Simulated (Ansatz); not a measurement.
InN (wurtzite)

```yaml
crystal:
  lattice:
    - [7.16106, 0.00000, 0.00000]
    - [-1.79026, 3.10083, 0.00000]
    - [0.00000, 0.00000, 5.78779]
  atoms:
    - { symbol: In, position: [0.33333, 0.33333, 0.50197] }
    - { symbol: In, position: [0.83333, 0.33333, 0.50197] }
    - { symbol: In, position: [0.16667, 0.66667, 0.00197] }
    - { symbol: In, position: [0.66667, 0.66667, 0.00197] }
    - { symbol: N, position: [0.33333, 0.33333, 0.12323] }
    - { symbol: N, position: [0.83333, 0.33333, 0.12323] }
    - { symbol: N, position: [0.16667, 0.66667, 0.62323] }
    - { symbol: N, position: [0.66667, 0.66667, 0.62323] }
```

A phonon eigenvector at M = (0.5, 0.0, 0.0) is frozen into this cell: atom i moves by Q times the vector below, so Q is the largest atomic displacement, in Å. The cell is held. (q is in reciprocal vectors of the primitive cell; the cell shown is doubled to hold the pattern.)

```
atom       x       y      z
----  ------  ------  -----
In1    0.052  -0.089  0.000
In2   -0.052   0.089  0.000
In3    0.052  -0.089  0.000
In4   -0.052   0.089  0.000
N5    -0.500   0.866  0.000
N6     0.500  -0.866  0.000
N7    -0.500   0.866  0.000
N8     0.500  -0.866  0.000
```

Level of theory: PBE (plane waves to 420 eV, PAW, scalar-relativistic; Ansatz, a quantum-chemistry and plane-wave program). k mesh 11×11×6 (Γ-centred), Fermi-Dirac smearing 0.05 eV. E stands for the smeared free energy. With partly filled bands, energies and forces of such displacements shift with the k mesh and the smearing. At this level the bands of InN touch or barely overlap; measurements give the solid a gap. InN was relaxed with its symmetry unable to fall. ΔE is measured from the undisplaced structure. The last digit holds for this mesh only.

```
Q (Å)   ΔE (meV/cell)
------  -------------
-0.180          797.9
-0.150       withheld
-0.120          348.8
-0.090          195.1
-0.060           86.3
-0.030           21.5
0.000             0.0
0.030            21.5
0.060            86.3
0.090           195.1
0.120           348.8
0.150        withheld
0.180           797.9
```

Q: Fit an even polynomial form (powers 2, 4) to the given rows and predict ΔE at Q = 0.150.

A: Least squares on the 11 given rows: ΔE = (23900)·Q² + (22410)·Q⁴, in meV/cell with Q in Å; root-mean-square residual 0.03 meV/cell. At 0.150 the fit gives 549.1 meV/cell; the calculation gives 549.1 meV/cell, the same to the digits shown. The quadratic term alone would give 537.8 meV/cell.

(A displaced cell: forces are minus the slopes of the energy, force constants its curvatures, and phonons follow from these.)
